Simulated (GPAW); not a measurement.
The system is Ti.

```
Ti
1.0
     4.56737    0.00000    0.00000
    -2.28369    3.95546    0.00000
     0.00000    0.00000    2.82624
Ti
3
Direct
  0.66667 0.33333 0.50000
  0.33333 0.66667 0.50000
  0.00000 0.00000 0.00000
```

This isn't the form of Ti at room conditions, which is hcp.

| Quantity | Value |
| --- | --- |
| Program | GPAW 26.7.0 |
| Task | relaxation of cell and atoms |
| Functional | PBEsol |
| Dispersion | D3(BJ)+ATM |
| Potentials or basis | PAW data sets generated in the run's folder for this functional |
| Cutoff | 600 eV |
| Basis | pw |
| k mesh | 5 × 5 × 7 |
| Occupations | fermi-dirac, width 0.05 eV |
| Spin | no spin polarisation |

At the start: pressure -8.8 GPa; volume 17.02 Å³/atom.

How do energy, volume and symmetry change on relaxing?

Over 6 steps the energy falls by 30.7 meV/atom and the volume is 15.74 Å³/atom (-7.5 %); space group P6/mmm (No. 191, to 0.05 Å).

Step by step:
```tsv
step	energy change (eV)	largest force (eV/Å)	pressure (GPa)	volume (Å³)
1	0.0000	0.0000	-8.85	51.06
2	-0.0308	0.0000	-7.50	50.38
3	-0.0900	0.0000	0.54	47.02
4	-0.0914	0.0000	-0.01	47.22
5	-0.0916	0.0000	-0.05	47.23
6	-0.0920	0.0000	-0.08	47.23
```

Final structure:
```
Ti
1.0
     4.44023    0.00000    0.00000
    -2.22012    3.84536    0.00000
     0.00000    0.00000    2.76626
Ti
3
Direct
  0.66667 0.33333 0.50000
  0.33333 0.66667 0.50000
  0.00000 0.00000 0.00000
```

Caveat: later steps reuse the first step's grids; pairwise dispersion overbinds metals, which lowers pressure and volume.
